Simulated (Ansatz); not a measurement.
# TaN: the cost of one run

Method: DFT PBE, scalar-relativistic, plane waves, PAW, in Ansatz 0.2.0.

## 1. Starting point

Symmetry: Fm-3m, No. 225, cubic system. The conventional cell has a = 4.417 Å, b = 4.417 Å, c = 4.417 Å, α = 90.00°, β = 90.00°, γ = 90.00°. Around Ta (site symmetry m-3m) lie 6 N at 2.21 Å. Around N (site symmetry m-3m) lie 6 Ta at 2.21 Å.

Coordinates:

```
CELL_PARAMETERS angstrom
0.00000 2.20863 2.20863
2.20863 0.00000 2.20863
2.20863 2.20863 0.00000
ATOMIC_POSITIONS crystal
Ta 0.50000 0.50000 0.50000
N 0.00000 0.00000 0.00000
```

This cell was relaxed beforehand with the same method: volume 10.77 Å³/atom, gap on the mesh none (metal).

## 2. Zero of energy

Reference values: F = -10317.9224 eV; pressure -0.02 GPa; largest force 0.000 eV/Å; gap on the mesh none (metal). It was computed beforehand with the settings of the runs below.

## 3. Next: energy and stress against strain

The cell is strained by ε times the Voigt pattern (0, 0, 0, 1, 0, 0) (xx, yy, zz, yz, xz, xy; engineering shear), with fractional coordinates fixed (clamped ions). The stress on the pattern is the sum of the stress components weighted by it, tension positive.

## 4. At ε = -0.1500

input.yaml reads:

```yaml
crystal:
  lattice:
    - [0.0, 2.0429871702, 2.0429871702]
    - [2.2086347786, -0.1656476084, 2.2086347786]
    - [2.2086347786, 2.2086347786, -0.1656476084]
  atoms:
    - { symbol: Ta, position: [0.5, 0.5, 0.5] }
    - { symbol: "N", position: [0.0, 0.0, 0.0] }
basis:
  ecutwfc: 420
kpoints:
  mp_grid: { grid: [24, 24, 24] }
hamiltonian:
  xc: pbe
scf:
  occupations: { method: gaussian, width: 0.15 }
output:
  forces: true
  stress: true
  eigenvalues: true
```

Launch:

```console
> ansatz run input.yaml --threads 1 --pin off --max-ram 2560MiB --backend cpu --events-out ev --progress --plain --runs-dir out
```

**Question.** How long does this run take on 1 thread of AMD EPYC 9R45 (Zen 5), shared host, and how much memory does it need?

About 9.6 s, with a peak of 0.8 GiB.
